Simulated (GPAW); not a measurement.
Crystal: Rh.

```xyz
1
Lattice="0.0000 1.8979 1.8979 1.8979 0.0000 1.8979 1.8979 1.8979 0.0000" Properties=species:S:1:pos:R:3 pbc="T T T"
Rh    0.0000    0.0000    0.0000
```

Base run:

```yaml
Program: GPAW 26.7.0
Functional: LDA
Potentials_or_basis: the program's PAW data sets (release 1.2.1) made for this functional
Cutoff: 600 eV
Basis: pw
k_mesh: 12 × 12 × 12
Occupations: fermi-dirac, width 0.05 eV
Spin: no spin polarisation
```

Its results: pressure -8.4 GPa.

Question: The run is repeated on the same cell with these changes: functional from LDA to RPBE. What comes out?

Answer: Pressure 14.5 GPa.

RPBE binds less tightly than LDA, so the same cell stands under more pressure.

Not every run made on this cell is shown here.
